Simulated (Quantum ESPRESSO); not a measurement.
**WC and the effect of the Hubbard U on W d**

```
W C
1.0
     0.00000    2.19268    2.19268
     2.19268    0.00000    2.19268
     2.19268    2.19268    0.00000
W C
1 1
Direct
  0.00000 0.00000 0.00000
  0.50000 0.50000 0.50000
```

The cell is a database's computed one, not the measured one.

Kept alike: task projected density of states; functional PBEsol; k mesh 10 × 10 × 10; occupations fermi-dirac, width 0.05 eV; no spin polarisation. Program: Quantum ESPRESSO, GBRV 1.5 PBEsol, cutoff 762 eV. The mesh is that of the run's cell of 2 atoms. No spin-orbit coupling.

| run | pressure (GPa) |
| --- | --- |
| A | -8.62 |
| B | -8.12 |
| C | -8.38 |
| D | -7.52 |
| E | -9.27 |
| F | -9.46 |
| G | -8.85 |
| H | -9.06 |

Pressure is positive in compression; the values hold the error of the finite cutoff, so their zero can differ a little from the energy's minimum. U acts here on a shell without spin polarisation. For a metal such a mesh leaves the last digits unconverged. How U acts hangs on the program's projectors.

**Question.** The runs differ in the Hubbard U on W d alone: 0; 1; 2; 3; 4; 5; 6; 8 eV. Which run is which?

**Answer.** Run A is 4 eV; run B is 6 eV; run C is 5 eV; run D is 8 eV; run E is 1 eV; run F is 0 eV; run G is 3 eV; run H is 2 eV. The pressure rises from -9.46 to -7.52 GPa between 0 and 8 eV. U localises the shell and weakens its bonds, so the cell pushes outwards.
